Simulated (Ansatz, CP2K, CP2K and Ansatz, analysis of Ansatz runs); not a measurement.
**Levels of V_Cl in LiCl (Fm-3m), rung by rung (CP2K and Ansatz)**

Question: at which Fermi levels does V_Cl in LiCl (Fm-3m) change its charge, and how much of the answer depends on the basis, the k-points, the functional and the program? The model is a cell of 64 host atoms with 1 Cl taken out.

Main program and level: CP2K and Ansatz; CP2K Gaussian and plane waves DFT, PBEsol, SR-DZVP basis, GTH potentials; charged supercells in a uniform background, point-charge correction with alignment at far sites.

This is a report of a sequence of runs, with most program output left out.

## 1. The structure

The cell holds 63 atoms: 32 Li and 31 Cl. Cell: a = 10.129 Å, b = 10.129 Å, c = 10.129 Å, α = 90.0°, β = 90.0°, γ = 90.0°. It derives from LiCl (space group Fm-3m). Nearest the centre at fractional (0.250, 0.500, 0.500): Li56 at 2.52 Å, Li27 at 2.53 Å, Li12 at 2.53 Å, Li28 at 2.54 Å, Li19 at 2.54 Å, Li25 at 2.54 Å, Cl45 at 3.58 Å, Cl29 at 3.58 Å.

Coordinates:

```xyz
63
Lattice="10.1294 0.0000 0.0000 0.0000 10.1294 0.0000 0.0000 0.0000 10.1294" Properties=species:S:1:pos:R:3 pbc="T T T"
Li   -0.0009    0.0041   -0.0008
Li   -0.0014    2.5384    2.5314
Li    2.5325    0.0026    2.5290
Li    2.5339    2.5352   -0.0034
Cl   -0.0027   -0.0002    2.5324
Cl    0.0033    2.5349    0.0003
Cl    2.5329    0.0005   -0.0013
Cl    2.5319    2.5320    2.5272
Li   -0.0043    0.0018    5.0656
Li    0.0016    2.5216    7.6021
Li    2.5335   -0.0022    7.5951
Li    2.5280    2.5297    5.0557
Cl   -0.0007   -0.0031    7.5962
Cl   -0.0032    2.5304    5.0669
Cl    2.5320   -0.0023    5.0600
Cl    2.5312    2.5256    7.5948
Li    0.0090    5.0684   -0.0035
Li   -0.0061    7.5990    2.5339
Li    2.5267    5.0725    2.5292
Li    2.5380    7.5974    0.0060
Cl   -0.0001    5.0639    2.5327
Cl    0.0037    7.5977   -0.0022
Cl    2.5359    5.0652    0.0015
Cl    2.5299    7.5979    2.5333
Li   -0.0048    5.0666    5.0720
Li    0.0047    7.5933    7.5981
Li    2.5404    5.0572    7.5933
Li    2.5250    7.5992    5.0684
Cl    0.0012    5.0611    7.5971
Cl   -0.0024    7.5977    5.0635
Cl    2.5323    7.5935    7.5984
Li    5.0661    0.0049   -0.0011
Li    5.0632    2.5338    2.5250
Li    7.6005   -0.0039    2.5326
Li    7.6010    2.5373    0.0039
Cl    5.0642    0.0000    2.5291
Cl    5.0681    2.5369   -0.0039
Cl    7.5942    0.0042    0.0006
Cl    7.6005    2.5329    2.5322
Li    5.0652   -0.0043    5.0553
Li    5.0652    2.5304    7.5922
Li    7.5951   -0.0024    7.5966
Li    7.5922    2.5315    5.0705
Cl    5.0633    0.0007    7.5938
Cl    5.0605    2.5329    5.0592
Cl    7.5940   -0.0001    5.0646
Cl    7.5983    2.5352    7.6016
Li    5.0717    5.0676   -0.0015
Li    5.0650    7.5954    2.5359
Li    7.5937    5.0596    2.5406
Li    7.6044    7.6007    0.0015
Cl    5.0657    5.0655    2.5352
Cl    5.0678    7.5999   -0.0004
Cl    7.5997    5.0696    0.0042
Cl    7.5969    7.5959    2.5338
Li    5.0564    5.0618    5.0622
Li    5.0668    7.5977    7.5973
Li    7.6032    5.0601    7.6047
Li    7.5896    7.5924    5.0705
Cl    5.0642    5.0631    7.5980
Cl    5.0622    7.5987    5.0635
Cl    7.5948    5.0668    5.0728
Cl    7.5991    7.5995    7.5973
```

Known beforehand: the electronic dielectric constant, 3.15, and the static one, 9.35, computed on the host (DFPT, PBEsol, on the LDA cell (Ansatz)), and a cell off the functional's own equilibrium shifts the ionic part.

The cell's shortest repeat is 10.1 Å.

The lattice comes from a plane-wave relaxation (Ansatz, PBEsol).

## 2. Is the host at rest in this supercell?

The defect-free supercell is relaxed from atoms displaced by 0.05 Å at random. If the crystal tilts or distorts on its own, that energy would otherwise be counted to the defect.

The input, cell.inp:

```
&GLOBAL
  PROJECT cell
  RUN_TYPE GEO_OPT
  PRINT_LEVEL LOW
&END GLOBAL
&FORCE_EVAL
  METHOD QS
  &DFT
    BASIS_SET_FILE_NAME BASIS_MOLOPT
    POTENTIAL_FILE_NAME GTH_POTENTIALS
    &MGRID
      CUTOFF 500
      REL_CUTOFF 45
      NGRIDS 5
    &END MGRID
    &QS
      METHOD GPW
      EPS_DEFAULT 1.0E-10
      EXTRAPOLATION USE_PREV_P
    &END QS
    &SCF
      SCF_GUESS ATOMIC
      EPS_SCF 1.0E-5
      MAX_SCF 150
      ADDED_MOS 16
      CHOLESKY OFF
      EPS_EIGVAL 1.0E-7
      &DIAGONALIZATION ON
        ALGORITHM STANDARD
      &END DIAGONALIZATION
      &MIXING ON
        METHOD BROYDEN_MIXING
        ALPHA 0.4
        BETA 1.5
        NBUFFER 8
      &END MIXING
      &SMEAR ON
        METHOD FERMI_DIRAC
        ELECTRONIC_TEMPERATURE [K] 116.045
      &END SMEAR
    &END SCF
    &XC
      &XC_FUNCTIONAL
        &GGA_X_PBE_SOL
        &END GGA_X_PBE_SOL
        &GGA_C_PBE_SOL
        &END GGA_C_PBE_SOL
      &END XC_FUNCTIONAL
    &END XC
    &PRINT
      &KPOINTS ON
      &END KPOINTS
      &MULLIKEN ON
        &EACH
          QS_SCF 0
          GEO_OPT 0
          CELL_OPT 0
          MD 0
        &END EACH
        ADD_LAST NUMERIC
      &END MULLIKEN
      &MO ON
        ENERGIES T
        OCCUPATION_NUMBERS T
        &EACH
          QS_SCF 0
          GEO_OPT 0
          CELL_OPT 0
          MD 0
        &END EACH
        ADD_LAST NUMERIC
      &END MO
    &END PRINT
  &END DFT
  &SUBSYS
    &CELL
      A 10.1294427933 0.0000000000 -0.0000000000
      B 0.0000000000 10.1294427933 -0.0000000000
      C 0.0000000000 0.0000000000 10.1294427933
      PERIODIC XYZ
    &END CELL
    &COORD
      Li  -0.0355399891 -0.0202450668 0.0287584153
      Li  -0.0013365109 2.5548009349 2.5770221976
      Li  2.5091461862 -0.0255806516 2.4962121618
      Li  2.5599221941 2.4936514106 0.0155549026
[... 54 atom lines left out ...]
      Li  7.6021725972 5.0914134010 7.6390537960
      Li  7.5688349701 7.6200698835 5.0989801403
      Cl  5.1143207176 5.0606577586 7.6019188509
      Cl  5.0444522983 7.5724074804 5.1031964151
      Cl  7.5556956491 5.0401317192 5.0512117753
      Cl  7.5891056149 7.5488981526 7.6077911317
    &END COORD
    &KIND Li
      BASIS_SET DZVP-MOLOPT-SR-GTH-q3
      POTENTIAL GTH-PBE-q3
    &END KIND
    &KIND Cl
      BASIS_SET DZVP-MOLOPT-SR-GTH-q7
      POTENTIAL GTH-PBE-q7
    &END KIND
    &PRINT
      &ATOMIC_COORDINATES ON
      &END ATOMIC_COORDINATES
      &CELL ON
      &END CELL
    &END PRINT
  &END SUBSYS
  &PRINT
    &FORCES ON
    &END FORCES
  &END PRINT
&END FORCE_EVAL
&MOTION
  &GEO_OPT
    OPTIMIZER BFGS
    MAX_ITER 80
    MAX_FORCE [eV*angstrom^-1] 0.02
    RMS_FORCE [eV*angstrom^-1] 0.02
    MAX_DR 5.0E-2
    RMS_DR 3.0E-2
  &END GEO_OPT
  &PRINT
    &TRAJECTORY ON
    &END TRAJECTORY
    &CELL ON
    &END CELL
    &FORCES ON
    &END FORCES
    &RESTART OFF
    &END RESTART
    &RESTART_HISTORY OFF
    &END RESTART_HISTORY
  &END PRINT
&END MOTION
```

On the command line:

```
$ OMP_NUM_THREADS=1 mpirun -n 4 cp2k.psmp -i cell.inp -o cell.out
```

The job ended after 3 min (4 MPI ranks of Arm Neoverse V1, shared host; peak memory 3 GiB; 12 min of CPU time).

After 6 steps the atoms stand at most 0.01 Å from their symmetric sites, so the symmetric structure holds.

## 3. Band edges

Levels are counted from the valence top, which comes from the defect-free supercell, zone centre alone; the energy of the host comes from the defect-free supercell at the defects' own k-points, so that the host's part of the sampling error cancels.

The input, cell.inp:

```
&GLOBAL
  PROJECT cell
  RUN_TYPE ENERGY_FORCE
  PRINT_LEVEL LOW
&END GLOBAL
&FORCE_EVAL
  METHOD QS
  &DFT
    BASIS_SET_FILE_NAME BASIS_MOLOPT
    POTENTIAL_FILE_NAME GTH_POTENTIALS
    &MGRID
      CUTOFF 500
      REL_CUTOFF 45
      NGRIDS 5
    &END MGRID
    &QS
      METHOD GPW
      EPS_DEFAULT 1.0E-10
    &END QS
    &SCF
      SCF_GUESS ATOMIC
      EPS_SCF 1.0E-6
      MAX_SCF 150
      ADDED_MOS 16
      CHOLESKY OFF
      EPS_EIGVAL 1.0E-7
      &DIAGONALIZATION ON
        ALGORITHM STANDARD
      &END DIAGONALIZATION
      &MIXING ON
        METHOD BROYDEN_MIXING
        ALPHA 0.4
        BETA 1.5
        NBUFFER 8
      &END MIXING
      &SMEAR ON
        METHOD FERMI_DIRAC
        ELECTRONIC_TEMPERATURE [K] 116.045
      &END SMEAR
    &END SCF
    &XC
      &XC_FUNCTIONAL
        &GGA_X_PBE_SOL
        &END GGA_X_PBE_SOL
        &GGA_C_PBE_SOL
        &END GGA_C_PBE_SOL
      &END XC_FUNCTIONAL
    &END XC
    &PRINT
      &KPOINTS ON
      &END KPOINTS
      &MULLIKEN ON
        &EACH
          QS_SCF 0
          GEO_OPT 0
          CELL_OPT 0
          MD 0
        &END EACH
        ADD_LAST NUMERIC
      &END MULLIKEN
      &MO ON
        ENERGIES T
        OCCUPATION_NUMBERS T
        &EACH
          QS_SCF 0
          GEO_OPT 0
          CELL_OPT 0
          MD 0
        &END EACH
        ADD_LAST NUMERIC
      &END MO
      &E_DENSITY_CUBE ON
        STRIDE 2 2 2
        &EACH
          QS_SCF 0
          GEO_OPT 0
          CELL_OPT 0
          MD 0
        &END EACH
        ADD_LAST NUMERIC
      &END E_DENSITY_CUBE
      &V_HARTREE_CUBE ON
        STRIDE 2 2 2
        &EACH
          QS_SCF 0
          GEO_OPT 0
          CELL_OPT 0
          MD 0
        &END EACH
        ADD_LAST NUMERIC
      &END V_HARTREE_CUBE
    &END PRINT
  &END DFT
  &SUBSYS
    &CELL
      A 10.1294427933 0.0000000000 -0.0000000000
      B 0.0000000000 10.1294427933 -0.0000000000
      C 0.0000000000 0.0000000000 10.1294427933
      PERIODIC XYZ
    &END CELL
    &COORD
      Li  -0.0009476400 0.0041477975 -0.0008328900
      Li  -0.0014266400 2.5384417975 2.5314371100
      Li  2.5325133600 0.0025557975 2.5289831100
      Li  2.5338643600 2.5351927975 -0.0033898900
[... 54 atom lines left out ...]
      Li  7.6032283600 5.0600637975 7.6047001100
      Li  7.5895773600 7.5923717975 5.0704841100
      Cl  5.0642243600 5.0630677975 7.5980151100
      Cl  5.0622493600 7.5987407975 5.0634731100
      Cl  7.5947953600 5.0667977975 5.0727621100
      Cl  7.5990793600 7.5994567975 7.5973131100
    &END COORD
    &KIND Li
      BASIS_SET DZVP-MOLOPT-SR-GTH-q3
      POTENTIAL GTH-PBE-q3
    &END KIND
    &KIND Cl
      BASIS_SET DZVP-MOLOPT-SR-GTH-q7
      POTENTIAL GTH-PBE-q7
    &END KIND
    &PRINT
      &ATOMIC_COORDINATES ON
      &END ATOMIC_COORDINATES
      &CELL ON
      &END CELL
    &END PRINT
  &END SUBSYS
  &PRINT
    &FORCES ON
    &END FORCES
  &END PRINT
&END FORCE_EVAL
```

On the command line:

```
$ OMP_NUM_THREADS=1 cp2k.psmp -i cell.inp -o cell.out
```

It took 2.4 min on 1 thread; peak memory 2.1 GiB.

The gap at this level is 6.28 eV.

Test of the sampling: at the zone centre alone the host's energy lies 8 meV an atom above its value on a shifted 2×2×2 mesh, both taken in plane waves, close enough for the relaxations.

## 4. Relaxing each charge state

Each state starts from the atoms near the defect displaced at random, so that no symmetry of the ideal site is imposed. An odd electron count needs spin polarisation, and the total moment is held fixed to keep the state apart from its neighbours in spin. Basis functions without a nucleus stand at the vacant site, for electrons that may collect there. Charge 0 is shown in full.

The input, defect.inp:

```
&GLOBAL
  PROJECT defect
  RUN_TYPE GEO_OPT
  PRINT_LEVEL LOW
&END GLOBAL
&FORCE_EVAL
  METHOD QS
  &DFT
    BASIS_SET_FILE_NAME BASIS_MOLOPT
    POTENTIAL_FILE_NAME GTH_POTENTIALS
    UKS T
    MULTIPLICITY 2
    &MGRID
      CUTOFF 500
      REL_CUTOFF 45
      NGRIDS 5
    &END MGRID
    &QS
      METHOD GPW
      EPS_DEFAULT 1.0E-10
      EXTRAPOLATION USE_PREV_P
    &END QS
    &SCF
      SCF_GUESS ATOMIC
      EPS_SCF 1.0E-5
      MAX_SCF 150
      ADDED_MOS 16 16
      CHOLESKY OFF
      EPS_EIGVAL 1.0E-7
      &DIAGONALIZATION ON
        ALGORITHM STANDARD
      &END DIAGONALIZATION
      &MIXING ON
        METHOD BROYDEN_MIXING
        ALPHA 0.2
        BETA 1.5
        NBUFFER 8
      &END MIXING
      &SMEAR ON
        METHOD FERMI_DIRAC
        ELECTRONIC_TEMPERATURE [K] 116.045
        FIXED_MAGNETIC_MOMENT 1
      &END SMEAR
    &END SCF
    &XC
      &XC_FUNCTIONAL
        &GGA_X_PBE_SOL
        &END GGA_X_PBE_SOL
        &GGA_C_PBE_SOL
        &END GGA_C_PBE_SOL
      &END XC_FUNCTIONAL
    &END XC
    &PRINT
      &KPOINTS ON
      &END KPOINTS
      &MULLIKEN ON
        &EACH
          QS_SCF 0
          GEO_OPT 0
          CELL_OPT 0
          MD 0
        &END EACH
        ADD_LAST NUMERIC
      &END MULLIKEN
      &MO ON
        ENERGIES T
        OCCUPATION_NUMBERS T
        &EACH
          QS_SCF 0
          GEO_OPT 0
          CELL_OPT 0
          MD 0
        &END EACH
        ADD_LAST NUMERIC
      &END MO
      &E_DENSITY_CUBE ON
        STRIDE 2 2 2
        &EACH
          QS_SCF 0
          GEO_OPT 0
          CELL_OPT 0
          MD 0
        &END EACH
        ADD_LAST NUMERIC
      &END E_DENSITY_CUBE
      &V_HARTREE_CUBE ON
        STRIDE 2 2 2
        &EACH
          QS_SCF 0
          GEO_OPT 0
          CELL_OPT 0
          MD 0
        &END EACH
        ADD_LAST NUMERIC
      &END V_HARTREE_CUBE
    &END PRINT
  &END DFT
  &SUBSYS
    &CELL
      A 10.1294427933 0.0000000000 -0.0000000000
      B 0.0000000000 10.1294427933 -0.0000000000
      C 0.0000000000 0.0000000000 10.1294427933
      PERIODIC XYZ
    &END CELL
    &COORD
      Li  -0.0009476400 0.0041477975 -0.0008328900
      Li  0.0333915494 2.6062489690 2.5557245794
      Li  2.5325133600 0.0025557975 2.5289831100
      Li  2.5338643600 2.5351927975 -0.0033898900
      Cl  -0.0027426400 -0.0002052025 2.5323681100
      Cl  0.0033223600 2.5348747975 0.0003441100
      Cl  2.5328923600 0.0004707975 -0.0012748900
      Cl  2.5780932764 2.5767246193 2.4796077587
      Li  -0.0043316400 0.0018067975 5.0655691100
      Li  -0.0637017320 2.5256015512 7.6481849474
      Li  2.5335293600 -0.0022442025 7.5951351100
      Li  2.4784115463 2.4836124725 5.0131287263
      Cl  -0.0007276400 -0.0031192025 7.5962421100
      Cl  -0.0601910919 2.4757677123 5.0798290868
      Cl  2.5320003600 -0.0023192025 5.0599521100
      Cl  2.5534797658 2.5235658120 7.5180381799
      Li  0.0090013600 5.0684157975 -0.0035328900
      Li  0.0626716827 7.6267931988 2.5640101054
      Li  2.5204190456 5.0649685435 2.6086030035
      Li  2.5379763600 7.5973867975 0.0059891100
      Cl  -0.0159242488 5.1411003798 2.5464717414
      Cl  0.0036803600 7.5976627975 -0.0022378900
      Cl  2.5358503600 5.0651597975 0.0015191100
      Cl  2.5185624556 7.5511926017 2.4692999216
      Li  -0.0688342826 5.0186675744 5.0740917283
      Li  0.0247324294 7.6359730603 7.5334642696
      Li  2.5979241677 5.0411513846 7.5400544699
      Li  2.4818381534 7.5321993149 5.0608340018
      Cl  0.0793503064 5.0686288915 7.6122909422
      Cl  0.0099001177 7.5209994334 5.0824932643
      Cl  2.5008466495 7.5210323393 7.5855694217
      Li  5.0660963600 0.0049187975 -0.0010768900
      Li  5.0978744215 2.4643500306 2.5442338707
      Li  7.6005003600 -0.0039232025 2.5325761100
      Li  7.6010413600 2.5373377975 0.0038841100
      Cl  5.0642103600 0.0000267975 2.5290961100
      Cl  5.0681093600 2.5369027975 -0.0038658900
      Cl  7.5941963600 0.0042187975 0.0005921100
      Cl  7.6004573600 2.5329107975 2.5322251100
      Li  5.0652033600 -0.0042542025 5.0553001100
      Li  5.0605702862 2.6070303632 7.5697664791
      Li  7.5951493600 -0.0023542025 7.5965561100
      Li  7.5922323600 2.5315117975 5.0705351100
      Cl  5.0633323600 0.0007067975 7.5937521100
      Cl  5.1351220756 2.5173510256 5.0348599481
      Cl  7.5940343600 -0.0000672025 5.0645531100
      Cl  7.5983343600 2.5351747975 7.6016021100
      Li  5.0717233600 5.0676037975 -0.0014508900
      Li  5.1215998900 7.6022292496 2.4797824699
      Li  7.5937343600 5.0595947975 2.5405671100
      Li  7.6043953600 7.6006757975 0.0015351100
      Cl  5.0035383118 5.0181322858 2.5181033490
      Cl  5.0677733600 7.5999187975 -0.0003948900
      Cl  7.5997283600 5.0696487975 0.0042481100
      Cl  7.5969143600 7.5958717975 2.5337631100
      Li  5.0468688703 5.0845813293 5.1382791604
      Li  5.0282897844 7.5384429237 7.5597651678
      Li  7.6032283600 5.0600637975 7.6047001100
      Li  7.5895773600 7.5923717975 5.0704841100
      Cl  4.9955925239 5.1040242849 7.5945169376
      Cl  4.9903587378 7.6101437009 5.0302810591
      Cl  7.5947953600 5.0667977975 5.0727621100
      Cl  7.5990793600 7.5994567975 7.5973131100
      Clg 2.5329853600 5.0626247975 5.0660811100
    &END COORD
    &KIND Clg
      ELEMENT Cl
      BASIS_SET DZVP-MOLOPT-SR-GTH-q7
      GHOST T
    &END KIND
    &KIND Li
      BASIS_SET DZVP-MOLOPT-SR-GTH-q3
      POTENTIAL GTH-PBE-q3
    &END KIND
    &KIND Cl
      BASIS_SET DZVP-MOLOPT-SR-GTH-q7
      POTENTIAL GTH-PBE-q7
    &END KIND
    &PRINT
      &ATOMIC_COORDINATES ON
      &END ATOMIC_COORDINATES
      &CELL ON
      &END CELL
    &END PRINT
  &END SUBSYS
  &PRINT
    &FORCES ON
    &END FORCES
  &END PRINT
&END FORCE_EVAL
&MOTION
  &GEO_OPT
    OPTIMIZER BFGS
    MAX_ITER 80
    MAX_FORCE [eV*angstrom^-1] 0.04
    RMS_FORCE [eV*angstrom^-1] 0.04
    MAX_DR 5.0E-2
    RMS_DR 3.0E-2
  &END GEO_OPT
  &CONSTRAINT
    &FIXED_ATOMS
      LIST 64
    &END FIXED_ATOMS
  &END CONSTRAINT
  &PRINT
    &TRAJECTORY ON
    &END TRAJECTORY
    &CELL ON
    &END CELL
    &FORCES ON
    &END FORCES
    &RESTART OFF
    &END RESTART
    &RESTART_HISTORY OFF
    &END RESTART_HISTORY
  &END PRINT
&END MOTION
```

On the command line:

```
$ OMP_NUM_THREADS=1 cp2k.psmp -i defect.inp -o defect.out
```

It took 20 min on 1 thread; peak memory 3.3 GiB.

The steps and moves of this run count from the displaced start.

The steps of the relaxation:

```
step  energy less that of the first step (eV)
   0                                   0.0000
   1                                  -0.1183
   2                                  -0.1811
   3                                  -0.1903
   4                                  -0.2015
```

The atoms that moved most (Å):

```
atom      dx      dy      dz  length
Cl45  -0.093   0.017   0.024   0.097
Cl14   0.065   0.068  -0.016   0.095
 Cl8  -0.046  -0.039   0.065   0.089
Li56  -0.022  -0.023  -0.077   0.084
Cl21   0.028  -0.078  -0.002   0.083
Cl29  -0.076  -0.008  -0.028   0.081
Cl60   0.064  -0.044  -0.009   0.078
Cl52   0.059   0.044   0.024   0.078
```

Neighbours of the ideal centre at the end:

```
atom  distance (Å)
Li28         2.477
Li19         2.484
Li27         2.487
Li56         2.492
Li12         2.533
Li25         2.538
Cl61         3.561
Cl16         3.562
Cl45         3.562
Cl31         3.563
Cl21         3.566
Cl60         3.568
 Cl8         3.568
Cl14         3.569
Cl29         3.570
Cl30         3.572
```

Energies on the run's own zero. States near gap, by row:

```
spin  k  band  energy (eV)  filled by count
  up  0   153       0.3203                1
  up  0   154       0.5737                1
  up  0   155        0.575                1
  up  0   156        0.578                1
  up  0   157        4.665                1
  up  0   158        7.045                0
  up  0   159        7.747                0
  up  0   160        7.748                0
  up  0   161        7.749                0
down  0   152       0.3218                1
down  0   153       0.3219                1
down  0   154       0.5769                1
down  0   155       0.5782                1
down  0   156       0.5811                1
down  0   157        5.841                0
down  0   158        7.113                0
down  0   159        7.764                0
down  0   160        7.766                0
```

The states that were run, at the zone centre alone, on 1 thread of Arm Neoverse V1, shared host:

```
charge  moment (μB)    outcome  structures computed  largest displacement of a host atom from its site (Å)  lowest empty less highest filled level (eV)    time
    +1            0  converged                    6                                                   0.22                                         5.32  12 min
    −1            0  converged                    6                                                   0.34                                         2.13  13 min
     0            1  converged                    5                                                   0.06                                         1.18  20 min
```

Against the host's sites the lattice moves most at charge −1 (0.34 Å); the smallest move among the states is 0.06 Å.

[end of part 1 of 3]

[Logs are printed without paths, hosts, clocks, repeated set-up lines and the standing remarks that a program may print on its own settings, such as how far it seeks lower states.]

[Hosts, paths, dates, database ids (printed as entryN), source tags and the programs' standing remarks are cut or masked in the printed files.]

[For some hosts the program warned that the k-mesh of the response run may be too coarse for force constants and the static dielectric constant; such warnings are not shown here.]

[Charge tables in the logs are Mulliken or Hirshfeld populations, whose sizes and signs can differ; where basis functions stand at a vacancy, SIESTA counts their charge against the missing atom's valence.]

[In relaxation paths of CP2K, step 0 can be the structure after the first move, since the trajectory file begins there, and the last row can be the final structure solved once more.]
